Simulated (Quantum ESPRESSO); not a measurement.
# HfO2 (Pca2_1) in Quantum ESPRESSO: band structure with BP86

Aim: the band structure of HfO2 with BP86.

Everything below comes from runs of Quantum ESPRESSO 7.5. Logs are shortened: lines on timing, memory, paths and dates and some standing lists are left out, and cuts for length are marked.

### 1 Starting point

It takes space group Pca2_1 (No. 29, orthorhombic). The conventional cell has a = 5.219 Å, b = 5.005 Å, c = 5.033 Å, α = 90.00°, β = 90.00°, γ = 90.00°. Hf (site symmetry 1) has 7 O at 2.02 to 2.23 Å as nearest neighbours. Around O (site symmetry 1) lie 3 Hf at 2.02 to 2.13 Å. O (site symmetry 1) is surrounded by 4 Hf at 2.11 to 2.23 Å.

Measurements of this composition are mostly on another form, of space group No. 14.

### 2 Band structure, BP86

pw.in reads:

```
&CONTROL
  calculation = 'scf'
  prefix = 'pwscf'
  outdir = './tmp'
  pseudo_dir = './pseudo'
  tprnfor = .true.
  tstress = .true.
  disk_io = 'low'
/
&SYSTEM
  ibrav = 0
  nat = 12
  ntyp = 2
  ecutwfc = 84
  nbnd = 62
  input_dft = 'bp'
  occupations = 'smearing'
  smearing = 'fd'
  degauss = 0.00367493
/
&ELECTRONS
  conv_thr = 2.4d-09
  electron_maxstep = 120
  mixing_beta = 0.5
/
ATOMIC_SPECIES
Hf   178.4900 Hf.upf
O     15.9990 O.upf
CELL_PARAMETERS bohr
   9.8633562679    0.0000000000    0.0000000000
   0.0000000000    9.4576326926    0.0000000000
   0.0000000000    0.0000000000    9.5103964160
ATOMIC_POSITIONS bohr
Hf     9.5378063309    6.9279128552    7.0513916473
Hf     5.2572280709    6.9279128552    2.2961934393
Hf     4.6061281970    2.5297198374    7.0513916473
Hf     0.3255499370    2.5297198374    2.2961934393
O      6.2348982461    8.7827870948    8.3621801982
O      8.5601361558    8.7827870948    3.6069819902
O      2.3075176011    5.1060155838    4.6818957815
O      2.6241605328    5.1060155838    9.4370939895
O      7.5558386668    4.3516171087    9.4370939895
O      7.2391957351    4.3516171087    4.6818957815
O      1.3032201121    0.6748455977    8.3621801982
O      3.6284580218    0.6748455977    3.6069819902
K_POINTS automatic
5 6 5 0 0 0
```

pp_density.in reads:

```
&INPUTPP
  prefix = 'pwscf'
  outdir = './tmp'
  filplot = 'density.dat'
  plot_num = 0
/
&PLOT
  nfile = 1
  filepp(1) = 'density.dat'
  iflag = 3
  output_format = 6
  fileout = 'density.cube'
/
```

pp_potential.in reads:

```
&INPUTPP
  prefix = 'pwscf'
  outdir = './tmp'
  filplot = 'potential.dat'
  plot_num = 11
/
&PLOT
  nfile = 1
  filepp(1) = 'potential.dat'
  iflag = 3
  output_format = 6
  fileout = 'potential.cube'
/
```

pp_elf.in reads:

```
&INPUTPP
  prefix = 'pwscf'
  outdir = './tmp'
  filplot = 'elf.dat'
  plot_num = 8
/
&PLOT
  nfile = 1
  filepp(1) = 'elf.dat'
  iflag = 3
  output_format = 6
  fileout = 'elf.cube'
/
```

bands.in reads:

```
&CONTROL
  calculation = 'bands'
  prefix = 'pwscf'
  outdir = './tmp'
  pseudo_dir = './pseudo'
  disk_io = 'low'
  verbosity = 'high'
/
&SYSTEM
  ibrav = 0
  nat = 12
  ntyp = 2
  ecutwfc = 84
  nbnd = 62
  input_dft = 'bp'
  occupations = 'smearing'
  smearing = 'fd'
  degauss = 0.00367493
/
&ELECTRONS
  conv_thr = 1d-08
  electron_maxstep = 120
  mixing_beta = 0.5
  diago_full_acc = .true.
/
ATOMIC_SPECIES
Hf   178.4900 Hf.upf
O     15.9990 O.upf
CELL_PARAMETERS bohr
   9.8633562679    0.0000000000    0.0000000000
   0.0000000000    9.4576326926    0.0000000000
   0.0000000000    0.0000000000    9.5103964160
ATOMIC_POSITIONS bohr
Hf     9.5378063309    6.9279128552    7.0513916473
Hf     5.2572280709    6.9279128552    2.2961934393
Hf     4.6061281970    2.5297198374    7.0513916473
Hf     0.3255499370    2.5297198374    2.2961934393
O      6.2348982461    8.7827870948    8.3621801982
O      8.5601361558    8.7827870948    3.6069819902
O      2.3075176011    5.1060155838    4.6818957815
O      2.6241605328    5.1060155838    9.4370939895
O      7.5558386668    4.3516171087    9.4370939895
O      7.2391957351    4.3516171087    4.6818957815
O      1.3032201121    0.6748455977    8.3621801982
O      3.6284580218    0.6748455977    3.6069819902
K_POINTS crystal
60
 0.0000000000  0.0000000000  0.0000000000 1
 0.0000000000  0.1250000000  0.0000000000 1
 0.0000000000  0.2500000000  0.0000000000 1
 0.0000000000  0.3750000000  0.0000000000 1
 0.0000000000  0.5000000000  0.0000000000 1
 0.0000000000  0.5000000000  0.1250000000 1
 0.0000000000  0.5000000000  0.2500000000 1
 0.0000000000  0.5000000000  0.3750000000 1
 0.0000000000  0.5000000000  0.5000000000 1
 0.0000000000  0.3750000000  0.5000000000 1
 0.0000000000  0.2500000000  0.5000000000 1
 0.0000000000  0.1250000000  0.5000000000 1
 0.0000000000  0.0000000000  0.5000000000 1
 0.0000000000  0.0000000000  0.3750000000 1
 0.0000000000  0.0000000000  0.2500000000 1
 0.0000000000  0.0000000000  0.1250000000 1
 0.0000000000  0.0000000000  0.0000000000 1
 0.1250000000  0.0000000000  0.0000000000 1
 0.2500000000  0.0000000000  0.0000000000 1
 0.3750000000  0.0000000000  0.0000000000 1
 0.5000000000  0.0000000000  0.0000000000 1
 0.5000000000  0.1000000000  0.0000000000 1
 0.5000000000  0.2000000000  0.0000000000 1
 0.5000000000  0.3000000000  0.0000000000 1
 0.5000000000  0.4000000000  0.0000000000 1
 0.5000000000  0.5000000000  0.0000000000 1
 0.5000000000  0.5000000000  0.1000000000 1
 0.5000000000  0.5000000000  0.2000000000 1
 0.5000000000  0.5000000000  0.3000000000 1
 0.5000000000  0.5000000000  0.4000000000 1
 0.5000000000  0.5000000000  0.5000000000 1
 0.5000000000  0.4000000000  0.5000000000 1
 0.5000000000  0.3000000000  0.5000000000 1
 0.5000000000  0.2000000000  0.5000000000 1
 0.5000000000  0.1000000000  0.5000000000 1
 0.5000000000  0.0000000000  0.5000000000 1
 0.5000000000  0.0000000000  0.4000000000 1
 0.5000000000  0.0000000000  0.3000000000 1
 0.5000000000  0.0000000000  0.2000000000 1
 0.5000000000  0.0000000000  0.1000000000 1
 0.5000000000  0.0000000000  0.0000000000 1
 0.0000000000  0.0000000000  0.5000000000 1
 0.1000000000  0.0000000000  0.5000000000 1
 0.2000000000  0.0000000000  0.5000000000 1
 0.3000000000  0.0000000000  0.5000000000 1
 0.4000000000  0.0000000000  0.5000000000 1
 0.5000000000  0.0000000000  0.5000000000 1
 0.5000000000  0.5000000000  0.0000000000 1
 0.4166666667  0.5000000000  0.0000000000 1
 0.3333333333  0.5000000000  0.0000000000 1
 0.2500000000  0.5000000000  0.0000000000 1
 0.1666666667  0.5000000000  0.0000000000 1
 0.0833333333  0.5000000000  0.0000000000 1
 0.0000000000  0.5000000000  0.0000000000 1
 0.0000000000  0.5000000000  0.5000000000 1
 0.1000000000  0.5000000000  0.5000000000 1
 0.2000000000  0.5000000000  0.5000000000 1
 0.3000000000  0.5000000000  0.5000000000 1
 0.4000000000  0.5000000000  0.5000000000 1
 0.5000000000  0.5000000000  0.5000000000 1
```

Potentials or basis: PseudoDojo 0.4.1 SR PBE standard.

Command:

```
OMP_NUM_THREADS=1 pw.x -in pw.in > pw.out
OMP_NUM_THREADS=1 pp.x -in pp_density.in > pp_density.out
OMP_NUM_THREADS=1 pp.x -in pp_potential.in > pp_potential.out
OMP_NUM_THREADS=1 pp.x -in pp_elf.in > pp_elf.out
OMP_NUM_THREADS=1 pw.x -in bands.in > bands.out
```

pw.out:

```text
This program is part of the open-source Quantum ESPRESSO suite
     for quantum simulation of materials; please cite
         "P. Giannozzi et al., J. Phys.:Condens. Matter 21 395502 (2009);
         "P. Giannozzi et al., J. Phys.:Condens. Matter 29 465901 (2017);
         "P. Giannozzi et al., J. Chem. Phys. 152 154105 (2020);
     in publications or presentations arising from this work. More details at

     IMPORTANT: XC functional enforced from input :
     Exchange-correlation= BP
                           (   1   1   1   1   0   0   0)
     Any further DFT definition will be discarded
     Please, verify this is what you really want

     Message from routine setup:
     using ibrav=0 with symmetry is DISCOURAGED, use correct ibrav instead

     G-vector sticks info
     --------------------
     sticks:   dense  smooth     PW     G-vecs:    dense   smooth      PW
     Sum        2487    2487    695                92301    92301   13499

     Using Slab Decomposition

     bravais-lattice index     =            0
     lattice parameter (alat)  =       9.8634  a.u.
     unit-cell volume          =     887.1678 (a.u.)^3
     number of atoms/cell      =           12
     number of atomic types    =            2
     number of electrons       =        96.00
     number of Kohn-Sham states=           62
     kinetic-energy cutoff     =      84.0000  Ry
     charge density cutoff     =     336.0000  Ry
     scf convergence threshold =      2.4E-09
     mixing beta               =       0.5000
     number of iterations used =            8  plain     mixing
     Exchange-correlation= BP
                           (   1   1   1   1   0   0   0)

     celldm(1)=   9.863356  celldm(2)=   0.000000  celldm(3)=   0.000000
     celldm(4)=   0.000000  celldm(5)=   0.000000  celldm(6)=   0.000000

     crystal axes: (cart. coord. in units of alat)
               a(1) = (   1.000000   0.000000   0.000000 )
               a(2) = (   0.000000   0.958866   0.000000 )
               a(3) = (   0.000000   0.000000   0.964215 )

     reciprocal axes: (cart. coord. in units 2 pi/alat)
               b(1) = (  1.000000  0.000000  0.000000 )
               b(2) = (  0.000000  1.042899  0.000000 )
               b(3) = (  0.000000  0.000000  1.037113 )

     PseudoPot. # 1 for Hf read from file:
     Hf.upf
     Pseudo is Norm-conserving + core correction, Zval = 12.0
     Generated using ONCVPSP code by D. R. Hamann
     Using radial grid of 1656 points,  8 beta functions with:
                l(1) =   0
                l(2) =   0
                l(3) =   1
                l(4) =   1
                l(5) =   2
                l(6) =   2
                l(7) =   3
                l(8) =   3

     PseudoPot. # 2 for O  read from file:
     O.upf
     Pseudo is Norm-conserving + core correction, Zval =  6.0
     Generated using ONCVPSP code by D. R. Hamann
     Using radial grid of  936 points,  5 beta functions with:
                l(1) =   0
                l(2) =   0
                l(3) =   1
                l(4) =   1
                l(5) =   2

     atomic species   valence    mass     pseudopotential
     Hf               12.00   178.49000     Hf( 1.00)
     O                 6.00    15.99900     O ( 1.00)

      4 Sym. Ops. (no inversion) found ( 3 have fractional translation)

   Cartesian axes

     site n.     atom                  positions (alat units)
         1        Hf     tau(   1) = (   0.9669940   0.7023890   0.7149079  )
         2        Hf     tau(   2) = (   0.5330060   0.7023890   0.2328004  )
         3        Hf     tau(   3) = (   0.4669940   0.2564766   0.7149079  )
         4        Hf     tau(   4) = (   0.0330060   0.2564766   0.2328004  )
         5        O      tau(   5) = (   0.6321275   0.8904461   0.8478027  )
         6        O      tau(   6) = (   0.8678726   0.8904461   0.3656952  )
         7        O      tau(   7) = (   0.2339485   0.5176753   0.4746757  )
         8        O      tau(   8) = (   0.2660515   0.5176753   0.9567832  )
         9        O      tau(   9) = (   0.7660515   0.4411903   0.9567832  )
        10        O      tau(  10) = (   0.7339485   0.4411903   0.4746757  )
        11        O      tau(  11) = (   0.1321274   0.0684195   0.8478027  )
        12        O      tau(  12) = (   0.3678725   0.0684195   0.3656952  )

     number of k points=    36  Fermi-Dirac smearing, width (Ry)=  0.0037
                       cart. coord. in units 2pi/alat
        k(    1) = (   0.0000000   0.0000000   0.0000000), wk =   0.0133333
        k(    2) = (   0.0000000   0.0000000   0.2074226), wk =   0.0266667
        k(    3) = (   0.0000000   0.0000000   0.4148452), wk =   0.0266667
        k(    4) = (   0.0000000   0.1738165   0.0000000), wk =   0.0266667
        k(    5) = (   0.0000000   0.1738165   0.2074226), wk =   0.0533333
        k(    6) = (   0.0000000   0.1738165   0.4148452), wk =   0.0533333
[... 28 lines left out ...]
        k(   35) = (   0.4000000  -0.5214495   0.2074226), wk =   0.0533333
        k(   36) = (   0.4000000  -0.5214495   0.4148452), wk =   0.0533333

     Dense  grid:    92301 G-vectors     FFT dimensions: (  60,  60,  60)

     Initial potential from superposition of free atoms

     starting charge      95.9926, renormalised to      96.0000
     Starting wfcs are   72 randomized atomic wfcs

     Self-consistent Calculation

     iteration #  1     ecut=    84.00 Ry     beta= 0.50
     Davidson diagonalization with overlap
     ethr =  1.00E-02,  avg # of iterations =  2.0

     total energy              =    -717.40183671 Ry
     estimated scf accuracy    <       4.18139607 Ry

     iteration #  2     ecut=    84.00 Ry     beta= 0.50
     Davidson diagonalization with overlap
     ethr =  4.36E-03,  avg # of iterations =  2.6
[... 18 lines left out ...]
     iteration #  5     ecut=    84.00 Ry     beta= 0.50
     Davidson diagonalization with overlap
     ethr =  2.52E-05,  avg # of iterations =  2.3

     total energy              =    -718.87495890 Ry
     estimated scf accuracy    <       0.00146302 Ry

     iteration #  6     ecut=    84.00 Ry     beta= 0.50
     Davidson diagonalization with overlap
     c_bands:  1 eigenvalues not converged
     ethr =  1.52E-06,  avg # of iterations =  9.4

     total energy              =    -718.87537477 Ry
     estimated scf accuracy    <       0.00005019 Ry

     iteration #  7     ecut=    84.00 Ry     beta= 0.50
     Davidson diagonalization with overlap
     ethr =  5.23E-08,  avg # of iterations =  2.5

     total energy              =    -718.87538593 Ry
     estimated scf accuracy    <       0.00001997 Ry
[... 19 lines left out ...]
     total energy              =    -718.87538816 Ry
     estimated scf accuracy    <          4.6E-09 Ry

     iteration # 11     ecut=    84.00 Ry     beta= 0.50
     Davidson diagonalization with overlap
     ethr =  4.82E-12,  avg # of iterations =  2.5

     End of self-consistent calculation

          k = 0.0000 0.0000 0.0000 ( 11505 PWs)   bands (ev):

   -48.8708 -48.8499 -48.8497 -48.8478 -17.9392 -17.9168 -17.9107 -17.6361
   -17.5933 -17.5800 -17.5625 -17.5513 -17.5425 -17.4374 -17.4224 -17.4219
    -6.6803  -5.2621  -5.0410  -5.0228  -4.4866  -4.3843  -4.2820  -4.2450
     5.9055   6.0062   6.1313   6.7971   6.9493   7.0150   8.3348   8.4113
     8.4146   8.4425   8.9361   9.1927   9.3853   9.4934   9.6207   9.8488
    10.0172  10.2450  10.3707  10.5345  10.8062  11.3102  11.4262  11.5142
    16.5087  16.7592  16.8711  17.3005  17.4073  17.5446  17.5599  17.7396
    17.9477  18.3875  18.9651  18.9945  19.2187  19.2204
[... 377 lines left out ...]
   -48.8570 -48.8552 -48.8533 -48.8526 -17.9180 -17.9106 -17.8892 -17.8827
   -17.5381 -17.5245 -17.5066 -17.4996 -17.4791 -17.4773 -17.4662 -17.4558
    -5.6543  -5.5180  -5.4423  -5.4054  -4.4346  -4.3692  -4.3679  -4.2985
     6.8636   7.0684   7.1868   7.2779   7.4263   7.4341   7.5418   7.7925
     8.3603   8.5106   8.7418   8.7875   9.2593   9.2829   9.3780   9.6190
     9.9021   9.9617  10.0251  10.1874  10.4506  10.6772  10.7450  10.9059
    16.0489  16.2254  16.3296  16.5748  17.2937  17.3957  17.6641  17.7634
    18.3471  18.6548  18.6616  18.9883  20.0769  20.2732

     the Fermi energy is    14.1972 ev

!    total energy              =    -718.87538816 Ry
     estimated scf accuracy    <          2.2E-09 Ry
     smearing contrib. (-TS)   =       0.00000000 Ry
     internal energy E=F+TS    =    -718.87538816 Ry

     The total energy is F=E-TS. E is the sum of the following terms:
     one-electron contribution =    -111.42693266 Ry
     hartree contribution      =     113.52627247 Ry
     xc contribution           =    -183.11478972 Ry
     ewald contribution        =    -537.85993825 Ry

     convergence has been achieved in  11 iterations

     Forces acting on atoms (cartesian axes, Ry/au):

     atom    1 type  1   force =     0.00174586    0.00130386    0.00235538
     atom    2 type  1   force =    -0.00174586    0.00130386    0.00235538
     atom    3 type  1   force =     0.00174586   -0.00130386    0.00235538
     atom    4 type  1   force =    -0.00174586   -0.00130386    0.00235538
     atom    5 type  2   force =    -0.00073837    0.00008372   -0.00011450
     atom    6 type  2   force =     0.00073837    0.00008372   -0.00011450
     atom    7 type  2   force =     0.00021561    0.00164413   -0.00224088
     atom    8 type  2   force =    -0.00021561    0.00164413   -0.00224088
     atom    9 type  2   force =    -0.00021561   -0.00164413   -0.00224088
     atom   10 type  2   force =     0.00021561   -0.00164413   -0.00224088
     atom   11 type  2   force =    -0.00073837   -0.00008372   -0.00011450
     atom   12 type  2   force =     0.00073837   -0.00008372   -0.00011450

     Total force =     0.008633     Total SCF correction =     0.000061

     Computing stress (Cartesian axis) and pressure

          total   stress  (Ry/bohr**3)                   (kbar)     P=       70.55
   0.00048283   0.00000000   0.00000000           71.03        0.00        0.00
   0.00000000   0.00048143   0.00000000            0.00       70.82        0.00
   0.00000000   0.00000000   0.00047454            0.00        0.00       69.81

=------------------------------------------------------------------------------=
   JOB DONE.
=------------------------------------------------------------------------------=
```

It took 24 min on 1 thread of Arm Neoverse V2, shared host; peak memory 0.78 GiB.

Results:

- Free energy: -9780.7979 eV
- Pressure: 7.1 GPa
- Largest force: 0.082 eV/Å
- Band gap on the k mesh: 4.48 eV, indirect (least direct gap 4.69 eV)
- Band gap along the path: 4.56 eV, indirect (least direct gap 4.67 eV)

Forces in eV/Å, atoms in the order of the input:
```
Hf   0.045  0.034  0.061
Hf  -0.045  0.034  0.061
Hf   0.045 -0.034  0.061
Hf  -0.045 -0.034  0.061
O   -0.019  0.002 -0.003
O    0.019  0.002 -0.003
O    0.006  0.042 -0.058
O   -0.006  0.042 -0.058
O   -0.006 -0.042 -0.058
O    0.006 -0.042 -0.058
O   -0.019 -0.002 -0.003
O    0.019 -0.002 -0.003
```

Stress tensor (GPa, compression positive):
```
7.10 0.00 0.00
0.00 7.08 0.00
0.00 0.00 6.98
```

Levels at the corners of the path, in eV from the valence-band top:
```
point  band 46  band 47  band 48  band 49  band 50  band 51
    Γ    -0.20    -0.09     0.00     4.99     5.25     5.36
    X    -0.41    -0.18    -0.12     4.57     4.94     5.02
    S    -1.02    -0.36    -0.36     4.60     4.60     4.99
    Y    -0.36    -0.27    -0.27     4.71     4.71     5.36
    Γ    -0.20    -0.09     0.00     4.99     5.25     5.36
    Z    -0.70    -0.40    -0.40     5.25     5.25     5.67
    U    -0.65    -0.48    -0.48     4.75     4.75     5.20
    R    -0.84    -0.84    -0.84     4.74     4.74     4.74
    T    -0.70    -0.70    -0.70     5.25     5.25     5.25
    Z    -0.70    -0.40    -0.40     5.25     5.25     5.67
    Y    -0.36    -0.27    -0.27     4.71     4.71     5.36
    T    -0.70    -0.70    -0.70     5.25     5.25     5.25
    U    -0.65    -0.48    -0.48     4.75     4.75     5.20
    X    -0.41    -0.18    -0.12     4.57     4.94     5.02
    S    -1.02    -0.36    -0.36     4.60     4.60     4.99
    R    -0.84    -0.84    -0.84     4.74     4.74     4.74
```

Caveat: the potentials were made for another functional, which shifts forces and pressure; some levels on the path didn't converge; spin-orbit coupling is left out, which moves the levels of the heavy elements.
